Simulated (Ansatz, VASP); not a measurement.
# SiC (Moissanite): VASP beside Ansatz

File INCAR:

```
SYSTEM = SiC
  PREC = Accurate
  ENCUT = 520
  EDIFF = 1E-6
  ISMEAR = 0
  SIGMA = 0.01
  LREAL = .False.
  LASPH = .True.
  NELM = 100
  ALGO = Normal
  ISIF = 2
  LWAVE = .False.
  LCHARG = .True.
  GGA = RP
  LELF = .True.
  LVHAR = .True.
  NBANDS = 16
```

Contents of KPOINTS:

```
regular mesh
0
Gamma
  6 6 4
  0 0 0
```

Contents of POSCAR:

```
SiC
1.0
    3.0760000000      0.0000000000      0.0000000000
   -1.5380000000      2.6638941400      0.0000000000
    0.0000000000      0.0000000000      5.0480000000
Si C
2 2
Direct
    0.3333333333      0.6666666667      0.0000000000
    0.6666666667      0.3333333333      0.5000000000
    0.3333333333      0.6666666667      0.3850000000
    0.6666666667      0.3333333333      0.8850000000
```

Input for Ansatz:

```yaml
crystal:
  lattice:
    - [3.076, 0.0, 0.0]
    - [-1.538, 2.66389414, 0.0]
    - [0.0, 0.0, 5.048]
  atoms:
    - { symbol: Si, position: [0.33333333333333326, 0.6666666666666666, 0.0] }
    - { symbol: Si, position: [0.6666666666666666, 0.3333333333333333, 0.5] }
    - { symbol: C, position: [0.33333333333333326, 0.6666666666666666, 0.385] }
    - { symbol: C, position: [0.6666666666666666, 0.3333333333333333, 0.885] }
basis:
  ecutwfc: 450.0
kpoints:
  mp_grid:
    grid: [6, 6, 4]
hamiltonian:
  xc: rpbe
  pseudopotentials:
    kind: paw
scf:
  occupations:
    method: fixed
output:
  eigenvalues: true
```

Alike in both runs: task single point; functional RPBE; k mesh 6 × 6 × 4; no spin polarisation.

```csv
,VASP,Ansatz
version,VASP 6.6.1,Ansatz 0.2.0
potentials or method,"VASP PAW PBE potentials, release 64 (Si, C)","plane waves, PAW"
plane-wave cutoff (eV),520,450
occupations,"gaussian, width 0.01 eV",fixed
valence electrons in the cell,16,16
```

|  | VASP | Ansatz | Ansatz less VASP |
| --- | --- | --- | --- |
| gap on the k mesh at the Fermi level (eV) | 2.36 | 2.36 | +0.005 |

 A k mesh can miss the band edges.
